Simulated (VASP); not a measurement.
Write the native input for VASP 6.6.1 that does the following.

| Quantity | Value |
| --- | --- |
| Task | relaxation of cell and atoms |
| Functional | PBE |
| Potentials or basis | VASP PAW PBE potentials, release 64 (Al) |
| Cutoff | 600 eV |
| k mesh | 8 × 8 × 6 |
| Occupations | gaussian, width 0.1 eV |
| Spin | no spin polarisation |
| Dipole correction | no |
| Further INCAR settings | ALGO = Normal; EDIFF = 1e-06; IBRION = 2; EDIFFG = -0.04; NSW = 90; ISIF = 3 |

The structure of Al lies in POSCAR:

```
Al
1.0
    2.3058352100      0.0000000000      0.0000000000
    0.0000000000      2.3058352100      0.0000000000
    0.0000000000      0.0000000000      3.5300699100
Al
1
Direct
    0.0000000000      0.0000000000      0.0000000000
```

The cell was built by a generator and needn't be a form met in nature.

The cell isn't the ideal one: random cell by space group and Wyckoff sites (P4/mmm, No. 123).

The input as run:

INCAR

```
PREC = Accurate
ENCUT = 600
EDIFF = 1E-6
ISMEAR = 0
SIGMA = 0.1
LREAL = F
LASPH = T
NELM = 60
ALGO = Normal
ISIF = 3
LWAVE = F
LCHARG = F
GGA = PE
IBRION = 2
NSW = 90
EDIFFG = -0.04
```

KPOINTS

```
regular mesh
0
Gamma
  8 8 6
```

Potentials or basis: VASP PAW PBE potentials, release 64 (Al).

Launch:

```console
$ cat potpaw_PBE.64/Al/POTCAR > POTCAR
$ mpirun -np 1 vasp_std > vasp.out
```

It gave:

```
Relaxed volume                         : 20.24 Å³/atom
Relaxed cell                           : a = 2.746 Å, b = 2.746 Å, c = 2.684 Å, α = 90.00°, β = 90.00°, γ = 90.00°
Space group after relaxing (to 0.05 Å) : P4/mmm (No. 123)
Energy gained by relaxing              : 1005.2 meV/atom
Ionic steps                            : 8
Pressure after relaxing                : -0.1 GPa
Band gap on the k mesh                 : none (metal or under the smearing width)
```

Run time: 18 s on 1 thread of Intel(R) Xeon(R) Platinum 8259CL CPU @ 2.50GHz (Skylake/Cascade Lake), on a shared host, peak memory 0.12 GiB.
